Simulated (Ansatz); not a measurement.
# Cu (P6_3/mmc) in Ansatz: further runs

Runs on Cu. Level: r2SCAN. Tasks: single point, equation of state.

Program: Ansatz 0.2.0. These are calculated values, not measurements. Logs are shortened: lines on timing, memory, paths and dates and some standing lists are left out, and cuts for length are marked.

**1. Starting point**

The structure is hexagonal, space group P6_3/mmc (No. 194). Conventional cell: a = 2.531 Å, b = 2.531 Å, c = 8.262 Å, α = 90.00°, β = 90.00°, γ = 120.00°. Around Cu (site symmetry -6m2) lie 12 Cu at 2.53 Å. Cu (site symmetry -3m) has 12 Cu at 2.53 Å as nearest neighbours.

This isn't the form of Cu at room conditions, which is fcc.

**2. Single point, r2SCAN, 10.77 Å³/atom (volume scaled by 0.94)**

input.yaml reads:

```yaml
crystal:
  lattice:
    - [2.479101285, 0.0, 0.0]
    - [-1.2395506425, 2.1469646914, 0.0]
    - [0.0, 0.0, 8.0931592851]
  atoms:
    - { symbol: Cu, position: [0.6666666667, 0.3333333333, 0.75] }
    - { symbol: Cu, position: [0.0, 0.0, 0.5] }
    - { symbol: Cu, position: [0.3333333333, 0.6666666667, 0.25] }
    - { symbol: Cu, position: [0.0, 0.0, 0.0] }
hamiltonian:
  xc: r2scan
  pseudopotentials: { kind: paw }
kpoints:
  mp_grid: { grid: [12, 12, 4] }
scf:
  occupations: { method: fermi_dirac, width: 0.05 }
output:
  forces: true
  stress: true
  eigenvalues: true
```

Potentials or basis: Ansatz PAW.

The run is started by

```bash
ansatz run input.yaml --threads 2 --pin off --max-ram 5632MiB --backend cpu --events-out ev --progress --plain --runs-dir out
```

Standard output:

```text
Warning: RAYON_NUM_THREADS=2 ignored (pool sized by the plan → 2); use --threads N
Engine: ansatz 0.2.0, aarch64-unknown-linux-gnu
Pseudopotentials: kind: paw
Pseudopotential: Cu, paw, valence charge 19, recommended cutoff 500 eV (meta_gga), Cu.paw.azcp
Functional definition: r2SCAN
  parameter k0 = 0.174
  parameter k1 = 0.065
  parameter a1 = 4.9479
  exchange = r2scan_x(k0 = k0, k1 = k1, a1 = a1)
  correlation = r2scan_c
Crystal: 4 atoms, lattice volume = 43.076 Å³
Basis set: ecut = 500 eV, 1091 PW (Γ), exchange–correlation on 80×80×240 points (64 copies of the dense FFT grid, shifted against one another)
Bands: 46, of which v1, the nominal top of the filled ones, is band 38 counted from 1 (37 counted from 0)
Symmetry: 24 space group operations
Space group: P63/mmc (ITA 194), of the structure as read, at distance tolerance 3.5e-5 Å
k-points: 57 of 576
Non-local potential: Cu, projectors of the file, l = 0: 3, l = 1: 2, l = 2: 3, l = 3: 1
PAW form: soft (Blöchl's): semilocal exchange-correlation on the pseudo side does not see the compensation charge
PAW frozen core: Cu, regenerated for the run's functional (the file was generated under x = pbe(κ = 0.804, μ = 0.2195149727645171), c = pbe(β = 0.06672455060314922))
PAW one-centre angular grid: Cu, 590 points (default); XC on 160 Gauss nodes
Initial density: superposition of atomic densities (neutral atoms: chi_scale 0, normalization atom), corrected by the library's trained network
Initial wavefunctions: pseudopotential atomic-orbital guess
Functional: x = r2scan, c = r2scan; τ floored in thin density (d = 2e-4 eV/Å³)
SCF iter   1: F=—  HF=-26524.898923 eV  |F-HF|=—  |Δ(HF+E_count)|=         —  Δρ=3.99e-2  dr2=3.69e-1  dr2_τ=2.41e-3  ethr=1.77e-3  ⟨swp⟩=5.3  Hψ=8559  notcnv=0  defer=20
preconditioner: auto → none  [insulator: Δε(μ)=0.130 eV  Ē_g=12.332 eV  σ=0.050 eV  W_gap=0.51  n_scr=12 (ndim 8)  ℏωp=37.5 eV  f_vac=0.000  D(μ)=1.61/eV (n_scr^D=6)  ε∞_Penn≈10.3]
SCF iter   2: F=—  HF=-26524.931084 eV  |F-HF|=—  |Δ(HF+E_count)|=   3.22e-2  Δρ=3.60e-2  dr2=2.97e-1  dr2_τ=4.08e-3  ethr=4.86e-4  ⟨swp⟩=3.2  Hψ=5139  notcnv=0  defer=132
SCF iter   3: F=—  HF=-26524.833690 eV  |F-HF|=—  |Δ(HF+E_count)|=   9.74e-2  Δρ=6.41e-3  dr2=1.07e-2  dr2_τ=6.56e-5  ethr=3.91e-4  ⟨swp⟩=2.3  Hψ=4055  notcnv=0  defer=132
SCF iter   4: F=—  HF=-26524.842458 eV  |F-HF|=—  |Δ(HF+E_count)|=   8.77e-3  Δρ=1.36e-2  dr2=6.02e-2  dr2_τ=1.77e-4  ethr=1.41e-5  ⟨swp⟩=2.0  Hψ=4887  notcnv=0  defer=134
SCF iter   5: F=—  HF=-26524.833073 eV  |F-HF|=—  |Δ(HF+E_count)|=   9.39e-3  Δρ=1.01e-3  dr2=3.43e-4  dr2_τ=3.06e-6  ethr=1.41e-5  ⟨swp⟩=2.0  Hψ=4153  notcnv=0  defer=133
SCF iter   6: F=—  HF=-26524.833045 eV  |F-HF|=—  |Δ(HF+E_count)|=   2.78e-5  Δρ=1.47e-4  dr2=4.24e-6  dr2_τ=8.94e-8  ethr=4.52e-7  ⟨swp⟩=2.4  Hψ=3866  notcnv=0  defer=133
SCF iter   7: F=—  HF=-26524.833056 eV  |F-HF|=—  |Δ(HF+E_count)|=   1.10e-5  Δρ=5.19e-5  dr2=6.66e-7  dr2_τ=9.79e-9  ethr=5.57e-9  ⟨swp⟩=2.0  Hψ=3776  notcnv=0  defer=133
SCF iter   8: F=-26524.833056 eV  HF=-26524.833056 eV  |F-HF|=6.36e-9  |Δ(HF+E_count)|=   1.30e-7  Δρ=8.01e-6  dr2=1.54e-8  dr2_τ=3.79e-10  ethr=1.32e-10  ⟨swp⟩=7.2  Hψ=12452  notcnv=0
SCF 1 converged in 8 iterations: F = -26524.833056 eV  dr2 = 1.54e-8
SCF converged after 8 iterations
Free energy (F): -26524.833056 eV
Harris-Foulkes:  -26524.833056 eV  (|F-HF|=6.36e-9)
Internal energy: -26524.820289 eV  (E = F + TS)
E sigma→0 (E₀):  -26524.826672 eV
Entropy (-TS):   -0.012767 eV (-3.192 meV/atom)
Fermi energy:    18.557084 eV
--- Per-component energies (eV) ---
  E_band       = -1408.063403
  E_kinetic    = 1203.529260
  E_local      = -15557.382164  (includes V_loc(G=0)·N_el)
  E_nonlocal   = 1579.455004
  E_hartree    = 6896.203496
  E_xc         = -338.106439
  E_vxc        = -503.150810  (∫ρ·V_xc dr)
  E_paw        = -6709.758801  (= ΣΔE_a)
  E_vpaw       = -1959.219961  (= ΣTr[D̂ρ^β])
  E_aug_tail   = 0.000658  (compensation charges beyond the density's cutoff)
  E_vtau       = 36.280316  (kinetic-family band-sum trace: ∫τ·v_τ [+ j·A + Jᵃ·Aᵃ] dr)
  E_ewald      = -13597.556870
  E_core_change = -1.204432  (= ΣΔE_core)
  E_smearing   = -0.012767  (= −TS)
  E_closure    = -0.000000  (closes the sum)
  Σ components = -26524.833056   (vs F -26524.833056, Δ=0.00e0)
--- Forces (eV/Å), atoms counted from 1 ---
  atom   1  Cu     0.00000000    -0.00000000    -0.00000000
  atom   2  Cu     0.00000000     0.00000000    -0.00000000
  atom   3  Cu     0.00000000     0.00000000     0.00000000
  atom   4  Cu     0.00000000    -0.00000000     0.00000000
  max |Σ_I F_I| component: 4.63e-18 eV/Å
--- Stress (GPa, compression-positive) ---
       11.841397      -0.000000       0.000000
        0.000000      11.841397       0.000000
        0.000000       0.000000      11.190462
  P = ⅓ Tr σ = 11.6244 GPa (116.244 kbar)
--- Band table (eV; the first three rows and the last of 57) ---
  k-point 0: bands = ["-98.0517", "-98.0471", "-98.0259", "-98.0213", "-53.9429", "-53.8723", "-53.8553", "-53.8091", "-53.8091", "-53.8044", "-53.8044", "-53.7842", "-53.7806", "-53.7806", "-53.7759", "-53.7759", "8.1483", "10.4930", "10.5063", "12.8226", "14.9008", "14.9013", "15.1750", "15.1750", "15.1854", "15.1854", "15.2126", "15.4081", "15.4081", "15.4362", "15.4362", "15.9811", "15.9811", "16.2800", "16.2800", "16.4625", "16.4625", "16.8038", "16.8038", "17.2631", "23.1046", "32.4024", "32.4046", "41.3398", "42.0590", "42.7989"]
  k-point 1: bands = ["-98.0511", "-98.0479", "-98.0251", "-98.0219", "-53.9370", "-53.8952", "-53.8324", "-53.8085", "-53.8085", "-53.8052", "-53.8052", "-53.7902", "-53.7798", "-53.7798", "-53.7765", "-53.7765", "8.3069", "9.5273", "11.5417", "12.7310", "14.9662", "15.0328", "15.1771", "15.1972", "15.1972", "15.2102", "15.2102", "15.3712", "15.3712", "15.3985", "15.3985", "16.0279", "16.0279", "16.2255", "16.2255", "16.5360", "16.5360", "16.6335", "16.7654", "16.7654", "24.1230", "29.2484", "35.7666", "41.4323", "41.7706", "42.5727"]
  k-point 2: bands = ["-98.0496", "-98.0496", "-98.0234", "-98.0234", "-53.9201", "-53.9201", "-53.8073", "-53.8073", "-53.8069", "-53.8069", "-53.8069", "-53.8069", "-53.7781", "-53.7781", "-53.7781", "-53.7781", "8.7754", "8.7754", "12.3523", "12.3523", "15.0825", "15.0825", "15.2406", "15.2406", "15.2406", "15.2406", "15.3352", "15.3352", "15.3352", "15.3352", "15.6111", "15.6111", "16.1269", "16.1269", "16.1269", "16.1269", "16.6631", "16.6631", "16.6631", "16.6631", "26.4085", "26.4085", "39.2215", "39.2215", "41.6980", "41.6980"]
  k-point 56: bands = ["-98.0310", "-98.0310", "-98.0098", "-98.0098", "-53.9083", "-53.9083", "-53.8919", "-53.8919", "-53.8883", "-53.8883", "-53.8606", "-53.8606", "-53.8282", "-53.8282", "-53.8218", "-53.8218", "13.9446", "13.9446", "14.0658", "14.0658", "14.1213", "14.1213", "14.2405", "14.2405", "14.9219", "14.9219", "14.9475", "14.9475", "15.8247", "15.8247", "16.1759", "16.1759", "16.6960", "16.6960", "16.8043", "16.8043", "22.2738", "22.2738", "22.7423", "22.7423", "23.2746", "23.2746", "26.5515", "26.5515", "28.1033", "28.1033"]
```

Wall time 7.9 s (2 threads of Arm Neoverse V1, shared host); peak memory 0.48 GiB.

Results:

```
Free energy            : -26524.8331 eV
Pressure               : 11.6 GPa
Band gap on the k mesh : none (metal or under the smearing width)
```

Caveat: the PAW data sets come from PBE, with cores solved anew for the run's functional, which leaves a small shift of forces and pressure.

**3. Single point, r2SCAN, 11.00 Å³/atom (volume scaled by 0.96)**

Edit input.yaml of step 2 so:

```diff
@@ -2,5 +2,5 @@
   lattice:
-    - [2.479101285, 0.0, 0.0]
-    - [-1.2395506425, 2.1469646914, 0.0]
-    - [0.0, 0.0, 8.0931592851]
+    - [2.49656032, 0.0, 0.0]
+    - [-1.24828016, 2.1620846592, 0.0]
+    - [0.0, 0.0, 8.1501552425]
   atoms:
```

Potentials or basis: Ansatz PAW.

The run is started by

```bash
ansatz run input.yaml --threads 2 --pin off --max-ram 5632MiB --backend cpu --events-out ev --progress --plain --runs-dir out
```

Wall time 8 s (2 threads of Arm Neoverse V1, shared host); peak memory 0.48 GiB.

Results (log left out):

```
Free energy            : -26524.8868 eV
Pressure               : 7.2 GPa
Band gap on the k mesh : none (metal or under the smearing width)
```

Caveat: the PAW data sets come from PBE, with cores solved anew for the run's functional, which leaves a small shift of forces and pressure.

**4. Single point, r2SCAN, 11.23 Å³/atom (volume scaled by 0.98)**

Edit input.yaml of step 3 so:

```diff
@@ -2,5 +2,5 @@
   lattice:
-    - [2.49656032, 0.0, 0.0]
-    - [-1.24828016, 2.1620846592, 0.0]
-    - [0.0, 0.0, 8.1501552425]
+    - [2.5137785214, 0.0, 0.0]
+    - [-1.2568892608, 2.1769960591, 0.0]
+    - [0.0, 0.0, 8.2063649859]
   atoms:
```

The run is started by

```bash
ansatz run input.yaml --threads 2 --pin off --max-ram 5632MiB --backend cpu --events-out ev --progress --plain --runs-dir out
```

It took 7.8 s on 2 threads of Arm Neoverse V1, shared host; peak memory 0.49 GiB.

It converged, with:

```
Free energy            : -26524.9168 eV
Pressure               : 3.4 GPa
Band gap on the k mesh : none (metal or under the smearing width)
```

Caveat: the PAW data sets come from PBE, with cores solved anew for the run's functional, which leaves a small shift of forces and pressure.

**5. Single point, r2SCAN, 11.46 Å³/atom**

Edit input.yaml of step 4 so:

```diff
@@ -2,5 +2,5 @@
   lattice:
-    - [2.5137785214, 0.0, 0.0]
-    - [-1.2568892608, 2.1769960591, 0.0]
-    - [0.0, 0.0, 8.2063649859]
+    - [2.5307640267, 0.0, 0.0]
+    - [-1.2653820134, 2.1917059381, 0.0]
+    - [0.0, 0.0, 8.26181508]
   atoms:
```

The run is started by

```bash
ansatz run input.yaml --threads 2 --pin off --max-ram 5632MiB --backend cpu --events-out ev --progress --plain --runs-dir out
```

Wall time 9.1 s (2 threads of Arm Neoverse V1, shared host); peak memory 0.5 GiB.

It converged, with:

```yaml
Free_energy: -26524.9260 eV
Pressure: -0.1 GPa
Band_gap_on_the_k_mesh: none (metal or under the smearing width)
```

Caveat: the PAW data sets come from PBE, with cores solved anew for the run's functional, which leaves a small shift of forces and pressure.

**6. Single point, r2SCAN, 11.69 Å³/atom (volume scaled by 1.02)**

Edit input.yaml of step 5 so:

```diff
@@ -2,5 +2,5 @@
   lattice:
-    - [2.5307640267, 0.0, 0.0]
-    - [-1.2653820134, 2.1917059381, 0.0]
-    - [0.0, 0.0, 8.26181508]
+    - [2.5475245418, 0.0, 0.0]
+    - [-1.273762271, 2.20622097, 0.0]
+    - [0.0, 0.0, 8.3165306817]
   atoms:
```

Potentials or basis: Ansatz PAW.

The run is started by

```bash
ansatz run input.yaml --threads 2 --pin off --max-ram 5632MiB --backend cpu --events-out ev --progress --plain --runs-dir out
```

It took 10 s on 2 threads of Arm Neoverse V1, shared host; peak memory 0.49 GiB.

Results (log left out):

```yaml
Free_energy: -26524.9167 eV
Pressure: -3.1 GPa
Band_gap_on_the_k_mesh: none (metal or under the smearing width)
```

Caveat: the PAW data sets come from PBE, with cores solved anew for the run's functional, which leaves a small shift of forces and pressure.

**7. Single point, r2SCAN, 11.91 Å³/atom (volume scaled by 1.04)**

Edit input.yaml of step 6 so:

```diff
@@ -2,5 +2,5 @@
   lattice:
-    - [2.5475245418, 0.0, 0.0]
-    - [-1.273762271, 2.20622097, 0.0]
-    - [0.0, 0.0, 8.3165306817]
+    - [2.5640673725, 0.0, 0.0]
+    - [-1.2820336863, 2.2205474816, 0.0]
+    - [0.0, 0.0, 8.3705356409]
   atoms:
```

The run is started by

```bash
ansatz run input.yaml --threads 2 --pin off --max-ram 5632MiB --backend cpu --events-out ev --progress --plain --runs-dir out
```

Wall time 10 s (2 threads of Arm Neoverse V1, shared host); peak memory 0.49 GiB.

The run converged. Its results:

```yaml
Free_energy: -26524.8909 eV
Pressure: -5.8 GPa
Band_gap_on_the_k_mesh: none (metal or under the smearing width)
```

Caveat: the PAW data sets come from PBE, with cores solved anew for the run's functional, which leaves a small shift of forces and pressure.

**8. Single point, r2SCAN, 12.14 Å³/atom (volume scaled by 1.06)**

Edit input.yaml of step 7 so:

```diff
@@ -2,5 +2,5 @@
   lattice:
-    - [2.5640673725, 0.0, 0.0]
-    - [-1.2820336863, 2.2205474816, 0.0]
-    - [0.0, 0.0, 8.3705356409]
+    - [2.5803994521, 0.0, 0.0]
+    - [-1.2901997261, 2.2346914775, 0.0]
+    - [0.0, 0.0, 8.423852592]
   atoms:
@@ -21 +21,5 @@
   eigenvalues: true
+  write_density: true
+  write_potential: true
+  elf: true
+  volumetric_format: npy
```

The run is started by

```bash
ansatz run input.yaml --threads 2 --pin off --max-ram 5632MiB --backend cpu --events-out ev --progress --plain --runs-dir out
```

Wall time 12 s (2 threads of Arm Neoverse V1, shared host); peak memory 0.5 GiB.

The run converged. Its results:

- Free energy: -26524.8507 eV
- Pressure: -8.2 GPa
- Band gap on the k mesh: none (metal or under the smearing width)

Caveat: the PAW data sets come from PBE, with cores solved anew for the run's functional, which leaves a small shift of forces and pressure.

**9. Equation of state, r2SCAN**

Potentials or basis: Ansatz PAW.

This step only gathers the single runs of the series.

Results:

- Equilibrium volume: 11.45 Å³/atom
- Bulk modulus at fixed shape and positions: 162 GPa
- Pressure derivative of the bulk modulus: 5.1

Energy against volume, from the lowest point:
```tsv
volume (Å³/atom)	energy (meV/atom)
10.769	23.24
10.998	9.81
11.227	2.29
11.456	0.00
11.686	2.34
11.915	8.77
12.144	18.83
```

Caveat: the cell was scaled at fixed shape and fractional positions, which overstates the stiffness of a crystal with free parameters, most of all of layers and chains; the PAW data sets were made with another functional, which shifts forces and pressure a little.
